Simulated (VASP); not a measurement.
# BN (Qingsongite) (F-43m) in VASP: settings compared

The runs below take BN (Qingsongite) through band structure, with PBE, HSE06.

Program: VASP 6.6.1. These are calculated values, not measurements. Logs are shortened: lines on timing, memory, paths and dates and some standing lists are left out, and cuts for length are marked.

**Measured values to compare with.**

A printed reference work, monograph reports, for a bulk crystal of BN at 300 K: band gap 6.4 eV (indirect).

The results are compared with them further down.

### Step 1. The crystal as given

Symmetry: F-43m, No. 216, cubic system. Conventional cell: a = 3.607 Å, b = 3.607 Å, c = 3.607 Å, α = 90.00°, β = 90.00°, γ = 90.00°. B (site symmetry -43m) has 4 N at 1.56 Å as nearest neighbours. N (site symmetry -43m) has 4 B at 1.56 Å as nearest neighbours.

### Step 2. Band structure, PBE

Contents of INCAR:

```
SYSTEM = BN
ALGO = Normal ; EDIFF = 1E-6
ENCUT = 520 ; GGA = PE
ISIF = 2 ; ISMEAR = 0
KPAR = 4 ; LASPH = .True.
LCHARG = .False. ; LREAL = .False.
LWAVE = .False. ; NELM = 80
PREC = Accurate ; SIGMA = 0.03
```

Contents of KPOINTS:

```
k-points
0
Gamma
  8 8 8
  0 0 0
```

Contents of POSCAR:

```
BN                                      
1.0
    0.0000000000      1.8033209052      1.8033209052
    1.8033209052      0.0000000000      1.8033209052
    1.8033209052      1.8033209052      0.0000000000
  B               N             
     1     1
Direct
     0.0000000000000000    0.0000000000000000    0.0000000000000000
     0.2500000000000000    0.2500000000000000    0.2500000000000000
```

Contents of KPOINTS_OPT:

```
explicit points
6
Reciprocal
 0.0000000000  0.0000000000  0.0000000000 1
 0.3750000000  0.3750000000  0.7500000000 1
 0.5000000000  0.5000000000  0.5000000000 1
 0.6250000000  0.2500000000  0.6250000000 1
 0.5000000000  0.2500000000  0.7500000000 1
 0.5000000000  0.0000000000  0.5000000000 1
```

Potentials or basis: VASP PAW PBE potentials, release 64 (B, N).

Command:

```console
cat potpaw_PBE.64/B/POTCAR potpaw_PBE.64/N/POTCAR > POTCAR
mpirun -np 4 vasp_std > vasp.out
```

OUTCAR:

```text
SYSTEM = BN
   EDIFF = 1E-6
   ENCUT = 520
   GGA = PE
   ISIF = 2
   ISMEAR = 0
   LASPH = .True.
   LREAL = .False.
   NELM = 80
   PREC = Accurate

 ion  position               nearest neighbor table
   1  0.000  0.000  0.000-   2 1.56   2 1.56   2 1.56   2 1.56
   2  0.250  0.250  0.250-   1 1.56   1 1.56   1 1.56   1 1.56

  LATTYP: Found a face centered cubic cell.
 ALAT       =     3.6066418104

  Lattice vectors:

 A1 = (   0.0000000000,   1.8033209052,   1.8033209052)
 A2 = (   1.8033209052,   0.0000000000,   1.8033209052)
 A3 = (   1.8033209052,   1.8033209052,   0.0000000000)

Analysis of symmetry for initial positions (statically):
=====================================================================
 Subroutine PRICEL returns:
 Original cell was already a primitive cell.

 Routine SETGRP: Setting up the symmetry group for a
 face centered cubic supercell.

 Subroutine GETGRP returns: Found 24 space group operations
 (whereof 24 operations were pure point group operations)
 out of a pool of 48 trial point group operations.

The static configuration has the point symmetry T_d .

Analysis of symmetry for dynamics (positions and initial velocities):
=====================================================================
 Subroutine PRICEL returns:
 Original cell was already a primitive cell.

 Routine SETGRP: Setting up the symmetry group for a
 face centered cubic supercell.

 Subroutine GETGRP returns: Found 24 space group operations
 (whereof 24 operations were pure point group operations)
 out of a pool of 48 trial point group operations.

The dynamic configuration has the point symmetry T_d .

 Subroutine INISYM returns: Found 24 space group operations
 (whereof 24 operations are pure point group operations),
 and found     1 'primitive' translations

----------------------------------------------------------------------------------------

                                     Primitive cell

  volume of cell :      11.7287

  direct lattice vectors                    reciprocal lattice vectors
     0.000000000  1.803320905  1.803320905    -0.277266236  0.277266236  0.277266236
     1.803320905  0.000000000  1.803320905     0.277266236 -0.277266236  0.277266236
     1.803320905  1.803320905  0.000000000     0.277266236  0.277266236 -0.277266236

  length of vectors
     2.550280881  2.550280881  2.550280881     0.480239208  0.480239208  0.480239208

  position of ions in fractional coordinates (direct lattice)
     0.000000000  0.000000000  0.000000000
     0.250000000  0.250000000  0.250000000

  ion indices of the primitive-cell ions
   primitive index   ion index
                 1           1
                 2           2

----------------------------------------------------------------------------------------

 KPOINTS: k-points

Automatic generation of k-mesh.
 Grid dimensions read from file:
 generate k-points for:    8    8    8

 Generating k-lattice:

  Cartesian coordinates                     Fractional coordinates (reciprocal lattice)
    -0.034658280  0.034658280  0.034658280     0.125000000  0.000000000  0.000000000
     0.034658280 -0.034658280  0.034658280     0.000000000  0.125000000  0.000000000
     0.034658280  0.034658280 -0.034658280     0.000000000  0.000000000  0.125000000

  Length of vectors
     0.060029901  0.060029901  0.060029901

  Shift w.r.t. Gamma in fractional coordinates (k-lattice)
     0.000000000  0.000000000  0.000000000

 Subroutine IBZKPT returns following result:
 ===========================================

 Found     29 irreducible k-points:

 Following reciprocal coordinates:
            Coordinates               Weight
  0.000000  0.000000  0.000000      1.000000
  0.125000  0.000000  0.000000      8.000000
  0.250000  0.000000  0.000000      8.000000
  0.375000  0.000000  0.000000      8.000000
  0.500000  0.000000  0.000000      4.000000
  0.125000  0.125000  0.000000      6.000000
[... 16 lines left out ...]
  0.500000  0.250000  0.125000     48.000000
 -0.375000  0.250000  0.125000     24.000000
 [... further k-points ...]
   k-points           NKPTS =     29   k-points in BZ     NKDIM =     29   number of bands    NBANDS=      8
   number of dos      NEDOS =    301   number of ions     NIONS =      2
   total plane-waves  NPLWV =   8000
   dimension x,y,z NGX =    20 NGY =   20 NGZ =   20
   dimension x,y,z NGXF=    40 NGYF=   40 NGZF=   40
   ions per type =               1   1
   NGX,Y,Z   is equivalent  to a cutoff of  13.04, 13.04, 13.04 a.u.
   NGXF,Y,Z  is equivalent  to a cutoff of  26.07, 26.07, 26.07 a.u.
 SYSTEM =  BN
   PREC   = accura    normal or accurate (medium, high low for compatibility)
   ISTART =      0    job   : 0-new  1-cont  2-samecut
   ICHARG =      2    charge: 1-file 2-atom 10-const
   ISPIN  =      1    spin polarized calculation?
   LNONCOLLINEAR =      F non collinear calculations
   LSORBIT =      F    spin-orbit coupling
   LASPH  =      T    aspherical Exc in radial PAW
   ENCUT  =  520.0 eV  38.22 Ry    6.18 a.u.   4.74  4.74  4.74*2*pi/ulx,y,z
   NELM   =     80;   NELMIN=  2; NELMDL= -5     # of ELM steps
   EDIFF  = 0.1E-05   stopping-criterion for ELM
   LREAL  =      F    real-space projection
   EDIFFG = 0.1E-04   stopping-criterion for IOM
   NSW    =      0    number of steps for IOM
   IBRION =     -1    ionic relax: 0-MD 1-quasi-New 2-CG
   NFREE  =      0    steps in history (QN), initial steepest desc. (CG)
   ISIF   =      2    stress and relaxation
   ISYM   =      2    0-nonsym 1-usesym 2-fastsym
   POTIM  = 0.5000    time-step for ionic-motion
   TEBEG  =    0.0;   TEEND  =   0.0 temperature during run
   PSTRESS=    0.0 pullay stress
   NELECT =       8.0000    total number of electrons
   NUPDOWN=      -1.0000    fix difference up-down
   EMIN   =  10.00;   EMAX   =-10.00  energy-range for DOS
   EFERMI =   0.00;   METHOD = LEGACY
   ISMEAR =     0;   SIGMA  =   0.03  broadening in eV -4-tet -1-fermi 0-gaus
   EFERMI_NEDOS =   21; number of points for ismear=-14 and -15
   IALGO  =     38    algorithm
   IMIX   =      4    mixing-type and parameters
     AMIX     =   0.40;   BMIX     =  1.00
     AMIX_MAG =   1.60;   BMIX_MAG =  1.00
  volume/ion in A,a.u.               =       5.86        39.57
  Fermi-wavevector in a.u.,A,eV,Ry     =   1.441081  2.723249 28.255427  2.076715
  Thomas-Fermi vector in A             =   2.559753
   LORBIT       =      0    0 simple, 1 ext, 2 COOP (PROOUT), +10 PAW based schemes
   GGA     = PE    functional components
   LHFCALC =     F    Hartree Fock is set to
   AEXX    =    0.0000 exact exchange contribution
   IVDW    =     0    specifies the selected vdW correction
   LEPSILON=     F    determine dielectric tensor
   LRPA    =     F    only Hartree local field effects (RPA)
 non-spin polarized calculation
 Gauss-broadening in eV      SIGMA  =   0.03
  energy-cutoff  :      520.00
  volume of cell :       11.73
 maximum number of plane-waves:       332
   NGX =  9   NGY =  9   NGZ =  9

 number of electron       7.9999999 magnetization

 Free energy of the ion-electron system (eV)
  ---------------------------------------------------
  ext. energy  EPLUGINS =         0.00000000
  ---------------------------------------------------
  free energy    TOTEN  =       -17.44702102 eV

  energy without entropy =      -17.44702102  energy(sigma->0) =      -17.44702102

 E-fermi :   7.6296     XC(G=0): -12.8563

 val. band max:        7.4889008535   @ k =   0.0000   0.0000   0.0000
 cond. band min:      11.9555285848   @ k =   0.5000   0.5000   0.0000
 fundamental gap:      4.4666277312
 Fermi energy:         7.6296265410

 k-point     1 :       0.0000    0.0000    0.0000
  band No.  band energies     occupation
      1     -12.8211      2.00000
      2       7.4889      2.00000
      3       7.4889      2.00000
      4       7.4889      2.00000
      5      16.3417      0.00000
      6      16.3417      0.00000
      7      16.3417      0.00000
      8      17.9515      0.00000

 k-point     2 :       0.1250    0.0000    0.0000
  band No.  band energies     occupation
      1     -12.4399      2.00000
      2       5.6043      2.00000
      3       7.1057      2.00000
      4       7.1057      2.00000
      5      16.7301      0.00000
      6      16.9168      0.00000
      7      16.9168      0.00000
      8      19.1231      0.00000

 k-point     3 :       0.2500    0.0000    0.0000
  band No.  band energies     occupation
      1     -11.3332      2.00000
      2       1.9834      2.00000
      3       6.3529      2.00000
      4       6.3529      2.00000
      5      17.2084      0.00000
      6      17.8708      0.00000
      7      17.8708      0.00000
      8      21.1518      0.00000

 k-point     4 :       0.3750    0.0000    0.0000
  band No.  band energies     occupation
      1      -9.6969      2.00000
      2      -1.4884      2.00000
      3       5.7534      2.00000
      4       5.7534      2.00000
      5      17.5849      0.00000
      6      18.2316      0.00000
      7      18.2316      0.00000
      8      22.4250      0.00000

 k-point     5 :       0.5000    0.0000    0.0000
  band No.  band energies     occupation
      1      -8.5708      2.00000
      2      -3.2653      2.00000
      3       5.5356      2.00000
      4       5.5356      2.00000
      5      17.7250      0.00000
      6      18.2330      0.00000
      7      18.2330      0.00000
      8      22.8173      0.00000
[... 177 lines left out ...]
 k-point    22 :       0.3750    0.2500    0.1250
  band No.  band energies     occupation
      1     -10.3900      2.00000
      2       1.7613      2.00000
      3       3.5239      2.00000
      4       5.4544      2.00000
      5      16.0953      0.00000
      6      19.4101      0.00000
      7      20.1754      0.00000
      8      20.8832      0.00000

 k-point    23 :       0.5000    0.2500    0.1250
  band No.  band energies     occupation
      1      -8.8609      2.00000
      2      -0.7779      2.00000
      3       2.7087      2.00000
      4       4.5205      2.00000
      5      16.9138      0.00000
      6      18.9158      0.00000
      7      21.3184      0.00000
      8      22.2066      0.00000

 k-point    24 :      -0.3750    0.2500    0.1250
  band No.  band energies     occupation
      1      -7.8627      2.00000
      2      -2.2649      2.00000
      3       2.6378      2.00000
      4       4.0137      2.00000
      5      17.1071      0.00000
      6      18.7342      0.00000
      7      21.9544      0.00000
      8      23.3535      0.00000

 [... further k-points ...]

------------------------ aborting loop because EDIFF is reached ----------------------------------------

  FORCE on cell =-STRESS in cart. coord.  units (eV):
  Direction    XX          YY          ZZ          XY          YZ          ZX
  --------------------------------------------------------------------------------------
  -------------------------------------------------------------------------------------
  Total        0.4403149      0.4403149      0.4403149      0.0000000      0.0000000      0.0000000
  in kB       60.1485132     60.1485132     60.1485132      0.0000000      0.0000000      0.0000000
  external PRESSURE =      60.1485132 kB  Pullay stress =       0.0000000 kB

 VOLUME and BASIS-vectors are now :
 -----------------------------------------------------------------------------
  energy-cutoff  :      520.00
  volume of cell :       11.73
      direct lattice vectors                 reciprocal lattice vectors
     0.000000000  1.803320905  1.803320905    -0.277266236  0.277266236  0.277266236
     1.803320905  0.000000000  1.803320905     0.277266236 -0.277266236  0.277266236
     1.803320905  1.803320905  0.000000000     0.277266236  0.277266236 -0.277266236

 POSITION                                       TOTAL-FORCE (eV/Angst)
 -----------------------------------------------------------------------------------
      0.00000      0.00000      0.00000        -0.000000     -0.000000     -0.000000
      0.90166      0.90166      0.90166         0.000000      0.000000      0.000000
 -----------------------------------------------------------------------------------
    total drift:                                0.000000      0.000000      0.000000

  FREE ENERGIE OF THE ION-ELECTRON SYSTEM (eV)
  ---------------------------------------------------
  free  energy   TOTEN  =       -17.4470210227 eV

  energy  without entropy=      -17.4470210227  energy(sigma->0) =      -17.44702102
```

It took 2.1 s on 4 MPI ranks of Intel Xeon Platinum 8259CL at 2.50GHz (Skylake/Cascade Lake), shared host; peak memory 0.11 GiB.

What came out:

```
Free energy             : -17.4470 eV
Pressure                : 6.0 GPa
Band gap on the k mesh  : 4.47 eV, indirect (least direct gap 8.85 eV)
Band gap along the path : 4.47 eV, indirect (least direct gap 8.85 eV)
```

Levels at points of the mesh, in eV from the valence-band top:
| k point | band 1 | band 2 | band 3 | band 4 | band 5 | band 6 | band 7 | band 8 |
| --- | --- | --- | --- | --- | --- | --- | --- | --- |
| (0.00, 0.00, 0.00) | -20.31 | 0.00 | 0.00 | 0.00 | 8.85 | 8.85 | 8.85 | 10.46 |
| (0.50, 0.00, 0.00) | -16.06 | -10.75 | -1.95 | -1.95 | 10.24 | 10.74 | 10.74 | 15.33 |
| (0.50, 0.50, 0.00) | -14.68 | -8.96 | -4.94 | -4.94 | 4.47 | 9.27 | 18.03 | 18.03 |

### Step 3. Band structure, HSE06

POSCAR is that of step 2.

Contents of INCAR.step1:

```
SYSTEM = BN
ALGO = Normal ; EDIFF = 1E-5
ENCUT = 520 ; GGA = PE
ISIF = 2 ; ISMEAR = 0
KPAR = 4 ; LASPH = .True.
LCHARG = .False. ; LREAL = .False.
LWAVE = .True. ; NELM = 80
PREC = Accurate ; SIGMA = 0.03
```

Contents of INCAR.step2:

```
SYSTEM = BN
ALGO = Normal ; EDIFF = 1E-6
ENCUT = 520 ; GGA = PE
HFSCREEN = 0.2 ; ISIF = 2
ISMEAR = 0 ; ISTART = 1
KPAR = 4 ; LASPH = .True.
LCHARG = .False. ; LHFCALC = .True.
LREAL = .False. ; LWAVE = .False.
NELM = 80 ; PREC = Accurate
PRECFOCK = Fast ; SIGMA = 0.03
```

KPOINTS is that of step 2.

KPOINTS_OPT is that of step 2.

Potentials or basis: VASP PAW PBE potentials, release 64 (B, N).

Command:

```console
cat potpaw_PBE.64/B/POTCAR potpaw_PBE.64/N/POTCAR > POTCAR
cp INCAR.step1 INCAR
mpirun -np 4 vasp_std > vasp.out
cp INCAR.step2 INCAR
mpirun -np 4 vasp_std > vasp.out
```

Run time: 1.9 min. Hardware: 4 MPI ranks of Intel Xeon Platinum 8259CL at 2.50GHz (Skylake/Cascade Lake), shared host; peak memory 0.22 GiB.

The run converged. Its results:

| Item | Value |
| --- | --- |
| Free energy | -20.3631 eV |
| Pressure | -3.0 GPa |
| Band gap on the k mesh | 5.81 eV, indirect (least direct gap 10.61 eV) |
| Band gap along the path | 5.81 eV, indirect (least direct gap 10.61 eV) |

Levels at points of the mesh, in eV from the valence-band top:
```tsv
k point	band 1	band 2	band 3	band 4	band 5	band 6	band 7	band 8
(0.00, 0.00, 0.00)	-22.19	0.00	0.00	0.00	10.61	10.61	10.61	12.27
(0.50, 0.00, 0.00)	-17.63	-11.70	-2.12	-2.12	11.96	12.58	12.58	17.47
(0.50, 0.50, 0.00)	-16.14	-9.82	-5.35	-5.35	5.81	10.80	20.60	20.60
```

Caveat: the PAW data sets were made with another functional, which shifts forces and pressure a little.

### Step 4. Against experiment

Step 2. Against the measured gap of BN, 6.4 eV (indirect; 300 K; a printed reference work, monograph), the calculated 4.47 eV is off by -1.93 eV. The value is that of PBE, without temperature or zero-point motion. Semilocal functionals fall short of measured gaps as a rule.

Step 3. Against the measured gap of BN, 6.4 eV (indirect; 300 K; a printed reference work, monograph), the calculated 5.81 eV is off by -0.59 eV. The value is that of HSE06, without temperature or zero-point motion.
